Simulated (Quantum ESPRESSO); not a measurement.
**Ru in Quantum ESPRESSO: the effect of target pressure**

The system is Ru.

```
Ru
1.0
     2.70580    0.00000    0.00000
    -1.35290    2.34329    0.00000
     0.00000    0.00000    4.28190
Ru
2
Cartesian
  1.3529 0.7811 3.2114
  0.0000 1.5622 1.0705
```

Alike in all runs:

```yaml
Program: Quantum ESPRESSO 7.5
Task: phonons
Functional: LDA
Potentials_or_basis: PseudoDojo 0.4.1 SR LDA standard
Cutoff: 1197 eV
Density_cutoff: 4789 eV
k_mesh: 11 × 11 × 6
Occupations: cold, width 0.2 eV
Spin: no spin polarisation
```

Each run relaxes the cell or the atoms first.

Q: One run gave: relaxed volume 13.23 Å³/atom; highest phonon frequency 267 cm⁻¹. Which target pressure did it use?
A. 0 GPa
B. -3 GPa
C. 3 GPa
D. 8 GPa
E. 15 GPa

A: B.

```csv
target pressure,relaxed volume (Å³/atom),highest phonon frequency (cm⁻¹)
-3 GPa,13.23,267
0 GPa,13.12,273
3 GPa,13.01,279
8 GPa,12.85,288
15 GPa,12.64,301
```

Caveats: the mesh is thin for the phonons of a metal; the cell is more than 3 GPa from zero pressure, which shifts response properties (some runs).

Runs at the PBE level aren't shown here.
